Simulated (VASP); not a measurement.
# WSe2 (P6_3/mmc) in VASP: a series of runs

Aim: see how the results for WSe2 move with the level of theory and the settings. Levels: rev-vdW-DF2, PBE+D3(BJ). Tasks: relaxation of cell and atoms.

All numbers are computed with VASP 6.6.1; they aren't measurements. Logs are shortened: lines on timing, memory, paths and dates and some standing lists are left out, and cuts for length are marked.

## Step 1: Starting point

Symmetry: P6_3/mmc, No. 194, hexagonal system. The conventional cell has a = 3.290 Å, b = 3.290 Å, c = 12.970 Å, α = 90.00°, β = 90.00°, γ = 120.00°. Around W (site symmetry -6m2) lie 6 Se at 2.53 Å. Around Se (site symmetry 3m) lie 3 W at 2.53 Å.

## Step 2: Relaxation of cell and atoms, rev-vdW-DF2

Contents of INCAR:

```
  PREC = Accurate
  ENCUT = 600
  EDIFF = 1E-6
  ISMEAR = 0
  SIGMA = 0.03
  LREAL = F
  LASPH = T
  NELM = 80
  ALGO = Normal
  ISIF = 3
  LWAVE = F
  LCHARG = F
  GGA = MK
  LUSE_VDW = T
  AGGAC = 0.0
  PARAM1 = 0.1234
  PARAM2 = 0.711357
  ZAB_VDW = -1.8867
  IBRION = 2
  NSW = 90
  EDIFFG = -0.01
```

Contents of KPOINTS:

```
Automatic mesh
0
Gamma
  9 9 2
```

Contents of POSCAR:

```
WSe2
1.0
    3.2900000000      0.0000000000      0.0000000000
   -1.6450000000      2.8492235800      0.0000000000
    0.0000000000      0.0000000000     12.9700000000
W Se
2 4
Direct
    0.3333333300      0.6666666700      0.2500000000
    0.6666666700      0.3333333300      0.7500000000
    0.3333333300      0.6666666700      0.6210000000
    0.6666666700      0.3333333300      0.1210000000
    0.3333333300      0.6666666700      0.8790000000
    0.6666666700      0.3333333300      0.3790000000
```

Potentials or basis: VASP PAW PBE potentials, release 64 (W_sv, Se).

Command:

```sh
$ cat potpaw_PBE.64/W_sv/POTCAR potpaw_PBE.64/Se/POTCAR > POTCAR
$ mpirun -np 1 vasp_std > vasp.out
```

OUTCAR:

```text
PREC = Accurate
   ENCUT = 600
   EDIFF = 1E-6
   ISMEAR = 0
   LREAL = F
   LASPH = T
   NELM = 80
   ISIF = 3
   GGA = MK
   IBRION = 2
   NSW = 90
   EDIFFG = -0.01

 ion  position               nearest neighbor table
   1  0.333  0.667  0.250-   4 2.53   6 2.53   4 2.53   6 2.53   4 2.53   6 2.53
   2  0.667  0.333  0.750-   3 2.53   5 2.53   3 2.53   5 2.53   3 2.53   5 2.53
   3  0.333  0.667  0.621-   2 2.53   2 2.53   2 2.53
   4  0.667  0.333  0.121-   1 2.53   1 2.53   1 2.53
   5  0.333  0.667  0.879-   2 2.53   2 2.53   2 2.53
   6  0.667  0.333  0.379-   1 2.53   1 2.53   1 2.53

  LATTYP: Found a hexagonal cell.
 ALAT       =     3.2900000000
 C/A-ratio  =     3.9422492401

  Lattice vectors:

 A1 = (   3.2900000000,   0.0000000000,   0.0000000000)
 A2 = (  -1.6450000000,   2.8492235800,   0.0000000000)
 A3 = (   0.0000000000,   0.0000000000,  12.9700000000)

Analysis of symmetry for initial positions (statically):
=====================================================================
 Subroutine PRICEL returns:
 Original cell was already a primitive cell.

 Routine SETGRP: Setting up the symmetry group for a
 hexagonal supercell.

 Subroutine GETGRP returns: Found 24 space group operations
 (whereof 12 operations were pure point group operations)
 out of a pool of 24 trial point group operations.

The static configuration has the point symmetry D_3d.
 The point group associated with its full space group is D_6h.

Analysis of symmetry for dynamics (positions and initial velocities):
=====================================================================
 Subroutine PRICEL returns:
 Original cell was already a primitive cell.

 Routine SETGRP: Setting up the symmetry group for a
 hexagonal supercell.

 Subroutine GETGRP returns: Found 24 space group operations
 (whereof 12 operations were pure point group operations)
 out of a pool of 24 trial point group operations.

The dynamic configuration has the point symmetry D_3d.
 The point group associated with its full space group is D_6h.

 Subroutine INISYM returns: Found 24 space group operations
 (whereof 12 operations are pure point group operations),
 and found     1 'primitive' translations

----------------------------------------------------------------------------------------

                                     Primitive cell

  volume of cell :     121.5801

  direct lattice vectors                    reciprocal lattice vectors
     3.290000000  0.000000000  0.000000000     0.303951368  0.175486404  0.000000000
    -1.645000000  2.849223580  0.000000000     0.000000000  0.350972808  0.000000000
     0.000000000  0.000000000 12.970000000     0.000000000  0.000000000  0.077101002

  length of vectors
     3.290000000  3.290000001 12.970000000     0.350972808  0.350972808  0.077101002

  position of ions in fractional coordinates (direct lattice)
     0.333333330  0.666666670  0.250000000
     0.666666670  0.333333330  0.750000000
     0.333333330  0.666666670  0.621000000
     0.666666670  0.333333330  0.121000000
     0.333333330  0.666666670  0.879000000
     0.666666670  0.333333330  0.379000000

  ion indices of the primitive-cell ions
   primitive index   ion index
                 1           1
                 2           2
                 3           3
                 4           4
                 5           5
                 6           6

----------------------------------------------------------------------------------------

 KPOINTS: Automatic mesh

Automatic generation of k-mesh.
 Grid dimensions read from file:
 generate k-points for:    9    9    2

 Generating k-lattice:

  Cartesian coordinates                     Fractional coordinates (reciprocal lattice)
     0.033772374  0.019498489  0.000000000     0.111111111 -0.000000000  0.000000000
     0.000000000  0.038996979  0.000000000     0.000000000  0.111111111  0.000000000
     0.000000000  0.000000000  0.038550501     0.000000000  0.000000000  0.500000000

  Length of vectors
     0.038996979  0.038996979  0.038550501

[... 39 lines left out ...]

 POSITION                                       TOTAL-FORCE (eV/Angst)
 -----------------------------------------------------------------------------------
     -0.00000      1.89948      3.24250        -0.000000     -0.000000     -0.000000
      1.64500      0.94974      9.72750         0.000000      0.000000     -0.000000
     -0.00000      1.89948      8.05437         0.000000     -0.000000     -0.309114
      1.64500      0.94974      1.56937        -0.000000      0.000000     -0.309114
     -0.00000      1.89948     11.40063         0.000000     -0.000000      0.309114
      1.64500      0.94974      4.91563        -0.000000      0.000000      0.309114
 -----------------------------------------------------------------------------------
    total drift:                               -0.000009      0.000005     -0.000000
[... 284 lines left out ...]
 POSITION                                       TOTAL-FORCE (eV/Angst)
 -----------------------------------------------------------------------------------
     -0.00000      1.90783      3.27122         0.000000     -0.000000      0.000000
      1.65223      0.95392      9.81366        -0.000000      0.000000      0.000000
     -0.00000      1.90783      8.12760        -0.000000      0.000000     -0.005425
      1.65223      0.95392      1.58516         0.000000     -0.000000     -0.005425
     -0.00000      1.90783     11.49972         0.000000      0.000000      0.005425
      1.65223      0.95392      4.95728         0.000000     -0.000000      0.005425
 -----------------------------------------------------------------------------------
    total drift:                               -0.000009      0.000005     -0.000000

  FREE ENERGIE OF THE ION-ELECTRON SYSTEM (eV)
  ---------------------------------------------------
  free  energy   TOTEN  =       -32.4498620847 eV

  energy  without entropy=      -32.4498620847  energy(sigma->0) =      -32.44986208

Total vdW correction in eV:      6.6493729

--------------------------------------- Ionic step        9  -------------------------------------------

 number of electron      52.0000000 magnetization

 Free energy of the ion-electron system (eV)
  ---------------------------------------------------
  ext. energy  EPLUGINS =         0.00000000
  ---------------------------------------------------
  free energy    TOTEN  =       -32.44992228 eV

  energy without entropy =      -32.44992228  energy(sigma->0) =      -32.44992228

 E-fermi :   6.1284     XC(G=0): -10.7449

 val. band max:        5.9234921428   @ k =   0.0000   0.0000   0.0000
 cond. band min:       6.9768486563   @ k =   0.2222   0.1111   0.0000
 fundamental gap:      1.0533565135
 Fermi energy:         6.1284053750

 k-point     1 :       0.0000    0.0000    0.0000
  band No.  band energies     occupation
      1     -68.4174      2.00000
      2     -68.4173      2.00000
      3     -32.6375      2.00000
      4     -32.6375      2.00000
      5     -32.5156      2.00000
      6     -32.5156      2.00000
[... 23 lines left out ...]
     30       8.6154      0.00000
     31       8.6212      0.00000
[... 793 lines left out ...]
 VOLUME and BASIS-vectors are now :
 -----------------------------------------------------------------------------
  energy-cutoff  :      600.00
  volume of cell :      123.75
      direct lattice vectors                 reciprocal lattice vectors
     3.303469256  0.000000000 -0.000000000     0.302712065  0.174770892  0.000000000
    -1.651734628  2.860888298  0.000000000    -0.000000000  0.349541784  0.000000000
    -0.000000000 -0.000000000 13.094563512     0.000000000 -0.000000000  0.076367570

 POSITION                                       TOTAL-FORCE (eV/Angst)
 -----------------------------------------------------------------------------------
     -0.00000      1.90726      3.27364         0.000000     -0.000000      0.000000
      1.65173      0.95363      9.82092        -0.000000      0.000000      0.000000
     -0.00000      1.90726      8.13430         0.000000      0.000000     -0.004213
      1.65173      0.95363      1.58701        -0.000000     -0.000000     -0.004213
     -0.00000      1.90726     11.50755        -0.000000     -0.000000      0.004213
      1.65173      0.95363      4.96027        -0.000000      0.000000      0.004213
 -----------------------------------------------------------------------------------
    total drift:                               -0.000009      0.000005     -0.000000

  FREE ENERGIE OF THE ION-ELECTRON SYSTEM (eV)
  ---------------------------------------------------
  free  energy   TOTEN  =       -32.4499222821 eV

  energy  without entropy=      -32.4499222821  energy(sigma->0) =      -32.44992228

Total vdW correction in eV:      6.6491776

 reached required accuracy - stopping structural energy minimisation
```

It took 25 min on 1 thread of Intel Xeon Platinum 8488C (Sapphire Rapids), shared host; peak memory 0.76 GiB.

What came out:

| Property | Result |
| --- | --- |
| Free energy | -32.4499 eV |
| Relaxed volume | 20.63 Å³/atom |
| Relaxed cell | a = 3.303 Å, b = 3.303 Å, c = 13.095 Å, α = 90.00°, β = 90.00°, γ = 120.00° |
| Space group after relaxing (to 0.05 Å) | P6_3/mmc (No. 194) |
| Energy gained by relaxing | 2.7 meV/atom |
| Ionic steps | 9 |
| Pressure after relaxing | 0.0 GPa |
| Largest force after relaxing | 0.004 eV/Å |
| Band gap on the k mesh | 1.05 eV, indirect (least direct gap 1.51 eV) |

Forces on the atoms (eV/Å):
```
W    0.000  0.000  0.000
W    0.000  0.000  0.000
Se   0.000  0.000 -0.004
Se   0.000  0.000 -0.004
Se   0.000  0.000  0.004
Se   0.000  0.000  0.004
```

Stress tensor (GPa, compression positive):
```
-0.04  0.00  0.00
 0.00 -0.04  0.00
 0.00  0.00  0.07
```

The path:
```tsv
step	energy change (eV)	largest force (eV/Å)	pressure (GPa)	volume (Å³)
1	0.0000	0.3091	2.39	121.58
2	0.0572	0.6847	-4.63	126.98
3	-0.0156	0.0244	0.01	123.25
4	-0.0157	0.0181	0.04	123.22
5	-0.0157	0.0150	0.05	123.28
6	-0.0159	0.0064	0.01	123.47
7	-0.0160	0.0115	-0.03	123.86
8	-0.0160	0.0054	-0.03	123.74
9	-0.0161	0.0042	0.00	123.75
```

Final structure:
```xyz
6
Lattice="3.3035 0.0000 0.0000 -1.6517 2.8609 0.0000 0.0000 0.0000 13.0946" Properties=species:S:1:pos:R:3 pbc="T T T"
W     0.0000    1.9073    3.2736
W     1.6517    0.9536    9.8209
Se    0.0000    1.9073    8.1343
Se    1.6517    0.9536    1.5870
Se    0.0000    1.9073   11.5075
Se    1.6517    0.9536    4.9603
```

Levels at points of the mesh, in eV from the valence-band top:
```tsv
k point	band 23	band 24	band 25	band 26	band 27	band 28	band 29	band 30
(0.00, 0.00, 0.00)	-1.42	-1.07	-1.06	0.00	2.63	2.63	2.68	2.69
(0.00, 0.00, 0.50)	-1.45	-1.45	-0.21	-0.21	2.63	2.63	2.63	2.63
```

Caveat: the PAW data sets were made with another functional, which shifts forces and pressure a little; spin-orbit coupling is left out, which moves the levels of the heavy elements; an odd mesh through Γ misses points on the zone boundary, where band edges often lie.

## Step 3: Relaxation of cell and atoms, rev-vdW-DF2

This run uses another cell than the first one, of 20.63 Å³/atom, 1.018 times its volume.

Edit INCAR of step 2 so:

```diff
@@ -2,3 +2,3 @@
   ENCUT = 600
-  EDIFF = 1E-6
+  EDIFF = 1E-7
   ISMEAR = 0
@@ -20,2 +20,2 @@
   NSW = 90
-  EDIFFG = -0.01
+  EDIFFG = -0.005
```

KPOINTS is that of step 2.

Contents of POSCAR:

```
WSe2                                    
1.0
    3.3034692564      0.0000000000     -0.0000000000
   -1.6517346282      2.8608882982      0.0000000000
   -0.0000000000     -0.0000000000     13.0945635125
  W               Se            
     2     4
Direct
     0.3333333300000021    0.6666666699999979    0.2500000000000000
     0.6666666699999979    0.3333333300000021    0.7500000000000000
     0.3333333300000021    0.6666666699999979    0.6211964106753806
     0.6666666699999979    0.3333333300000021    0.1211964106753807
     0.3333333300000021    0.6666666699999979    0.8788035893246194
     0.6666666699999979    0.3333333300000021    0.3788035893246193
```

Potentials or basis: VASP PAW PBE potentials, release 64 (W_sv, Se).

Command:

```sh
$ cat potpaw_PBE.64/W_sv/POTCAR potpaw_PBE.64/Se/POTCAR > POTCAR
$ mpirun -np 1 vasp_std > vasp.out
```

Run time: 9.5 min. Hardware: 1 thread of Intel Xeon Platinum 8488C (Sapphire Rapids), shared host; peak memory 0.76 GiB.

Results (log left out):

- Free energy: -32.4501 eV
- Energy gained by relaxing: 0.0 meV/atom
- Ionic steps: 3
- Pressure after relaxing: 0.0 GPa
- Largest force after relaxing: 0.004 eV/Å
- Band gap on the k mesh: 1.05 eV, indirect (least direct gap 1.51 eV)

Forces in eV/Å, atoms in the order of the input:
```
W    0.000  0.000  0.000
W    0.000  0.000  0.000
Se   0.000  0.000  0.004
Se   0.000  0.000  0.004
Se   0.000  0.000 -0.004
Se   0.000  0.000 -0.004
```

Final structure:
```yaml
crystal:
  lattice:
    - [3.30314, 0.00000, 0.00000]
    - [-1.65157, 2.86060, 0.00000]
    - [0.00000, 0.00000, 13.09818]
  atoms:
    - { symbol: W, position: [0.33333, 0.66667, 0.25000] }
    - { symbol: W, position: [0.66667, 0.33333, 0.75000] }
    - { symbol: Se, position: [0.33333, 0.66667, 0.62119] }
    - { symbol: Se, position: [0.66667, 0.33333, 0.12119] }
    - { symbol: Se, position: [0.33333, 0.66667, 0.87881] }
    - { symbol: Se, position: [0.66667, 0.33333, 0.37881] }
```

Levels at points of the mesh, in eV from the valence-band top:
```tsv
k point	band 22	band 23	band 24	band 25	band 26	band 27	band 28	band 29	band 30	band 31
(0.00, 0.00, 0.00)	-1.42	-1.42	-1.07	-1.06	0.00	2.63	2.64	2.68	2.69	2.70
(0.00, 0.00, 0.50)	-1.44	-1.44	-1.44	-0.21	-0.21	2.64	2.64	2.64	2.64	2.82
```

Caveat: the PAW data sets were made with another functional, which shifts forces and pressure a little; spin-orbit coupling is left out, which moves the levels of the heavy elements; an odd mesh through Γ misses points on the zone boundary, where band edges often lie.

## Step 4: Relaxation of cell and atoms, PBE+D3(BJ)

Contents of INCAR:

```
  ALGO = Normal
  EDIFF = 1E-6
  EDIFFG = -0.01
  ENCUT = 600
  GGA = PE
  IBRION = 2
  ISIF = 3
  ISMEAR = 0
  IVDW = 12
  LASPH = True
  LCHARG = False
  LREAL = False
  LWAVE = False
  NELM = 80
  NSW = 90
  PREC = Accurate
  SIGMA = 0.03
```

Contents of KPOINTS:

```
k-points
0
Gamma
  9 9 2
```

Contents of POSCAR:

```
WSe2
1.0
    3.2900000000      0.0000000000      0.0000000000
   -1.6450000000      2.8492235800      0.0000000000
    0.0000000000      0.0000000000     12.9700000000
W Se
2 4
Direct
    0.3333333300      0.6666666700      0.2500000000
    0.6666666700      0.3333333300      0.7500000000
    0.3333333300      0.6666666700      0.6210000000
    0.6666666700      0.3333333300      0.1210000000
    0.3333333300      0.6666666700      0.8790000000
    0.6666666700      0.3333333300      0.3790000000
```

Command:

```sh
$ cat potpaw_PBE.64/W_sv/POTCAR potpaw_PBE.64/Se/POTCAR > POTCAR
$ mpirun -np 1 vasp_std > vasp.out
```

Run time: 8.7 min. Hardware: 1 thread of Intel Xeon Platinum 8259CL at 2.50GHz (Skylake/Cascade Lake), shared host; peak memory 0.35 GiB.

It converged, with:

| Item | Value |
| --- | --- |
| Free energy | -45.9317 eV |
| Relaxed volume | 19.88 Å³/atom |
| Relaxed cell | a = 3.281 Å, b = 3.281 Å, c = 12.792 Å, α = 90.00°, β = 90.00°, γ = 120.00° |
| Space group after relaxing (to 0.05 Å) | P6_3/mmc (No. 194) |
| Energy gained by relaxing | 1.9 meV/atom |
| Ionic steps | 8 |
| Pressure after relaxing | 0.0 GPa |
| Band gap on the k mesh | 0.99 eV, indirect (least direct gap 1.56 eV) |
| Dispersion energy per atom | -0.475 eV |

The path:
```tsv
step	energy change (eV)	largest force (eV/Å)	pressure (GPa)	volume (Å³)
1	0.0000	0.2220	0.25	121.58
2	-0.0001	0.1181	-1.41	122.14
3	-0.0034	0.0495	-0.59	121.86
4	-0.0061	0.0522	0.00	120.88
5	-0.0061	0.0526	0.05	120.78
6	-0.0079	0.0435	0.02	120.50
7	-0.0113	0.0155	0.00	119.66
8	-0.0116	0.0018	0.00	119.28
```

Final structure:
```
W Se
1.0
     3.28135    0.00000    0.00000
    -1.64068    2.84173    0.00000
     0.00000    0.00000   12.79176
W Se
2 4
Direct
  0.33333 0.66667 0.25000
  0.66667 0.33333 0.75000
  0.33333 0.66667 0.61820
  0.66667 0.33333 0.11820
  0.33333 0.66667 0.88180
  0.66667 0.33333 0.38180
```

Levels at points of the mesh, in eV from the valence-band top:
| k point | band 23 | band 24 | band 25 | band 26 | band 27 | band 28 | band 29 | band 30 |
| --- | --- | --- | --- | --- | --- | --- | --- | --- |
| (0.00, 0.00, 0.00) | -1.45 | -1.19 | -0.96 | 0.00 | 2.62 | 2.62 | 2.67 | 2.68 |
| (0.00, 0.00, 0.50) | -1.49 | -1.49 | -0.20 | -0.20 | 2.62 | 2.62 | 2.62 | 2.62 |

Caveat: spin-orbit coupling is left out, which moves the levels of the heavy elements; an odd mesh through Γ misses points on the zone boundary, where band edges often lie. A hybrid or GW would open this gap; PBE tends to underestimate it.

## Step 5: Relaxation of cell and atoms, PBE+D3(BJ)

This run uses another cell than the first one, of 19.88 Å³/atom, 0.981 times its volume.

Edit INCAR of step 4 so:

```diff
@@ -1,4 +1,4 @@
   ALGO = Normal
-  EDIFF = 1E-6
-  EDIFFG = -0.01
+  EDIFF = 1E-7
+  EDIFFG = -0.005
   ENCUT = 600
```

KPOINTS is that of step 4.

Contents of POSCAR:

```
WSe2                                    
1.0
    3.2813517985      0.0000000000      0.0000000000
   -1.6406758993      2.8417340178     -0.0000000000
   -0.0000000000      0.0000000000     12.7917581824
  W               Se            
     2     4
Direct
     0.3333333300000021    0.6666666699999979    0.2500000000000000
     0.6666666699999979    0.3333333300000021    0.7500000000000000
     0.3333333300000021    0.6666666699999979    0.6181950783807233
     0.6666666699999979    0.3333333300000021    0.1181950783807233
     0.3333333300000021    0.6666666699999979    0.8818049216192767
     0.6666666699999979    0.3333333300000021    0.3818049216192767
```

Command:

```sh
$ cat potpaw_PBE.64/W_sv/POTCAR potpaw_PBE.64/Se/POTCAR > POTCAR
$ mpirun -np 1 vasp_std > vasp.out
```

Run time: 2.1 min. Hardware: 1 thread of Intel Xeon Platinum 8259CL at 2.50GHz (Skylake/Cascade Lake), shared host; peak memory 0.33 GiB.

The run converged. Its results:

```
Free energy                : -45.9314 eV
Pressure after relaxing    : 0.0 GPa
Band gap on the k mesh     : 0.99 eV, indirect (least direct gap 1.56 eV)
Dispersion energy per atom : -0.475 eV
```

Final structure:
```xyz
6
Lattice="3.2814 0.0000 0.0000 -1.6407 2.8417 0.0000 0.0000 0.0000 12.7918" Properties=species:S:1:pos:R:3 pbc="T T T"
W     0.0000    1.8945    3.1979
W     1.6407    0.9472    9.5938
Se    0.0000    1.8945    7.9078
Se    1.6407    0.9472    1.5119
Se    0.0000    1.8945   11.2798
Se    1.6407    0.9472    4.8840
```

Levels at points of the mesh, in eV from the valence-band top:
```tsv
k point	band 23	band 24	band 25	band 26	band 27	band 28	band 29	band 30
(0.00, 0.00, 0.00)	-1.45	-1.19	-0.96	0.00	2.62	2.63	2.67	2.68
(0.00, 0.00, 0.50)	-1.49	-1.49	-0.20	-0.20	2.62	2.62	2.62	2.62
```

Caveat: the relaxation stopped at its first step, so nothing moved; spin-orbit coupling is left out, which moves the levels of the heavy elements; an odd mesh through Γ misses points on the zone boundary, where band edges often lie.
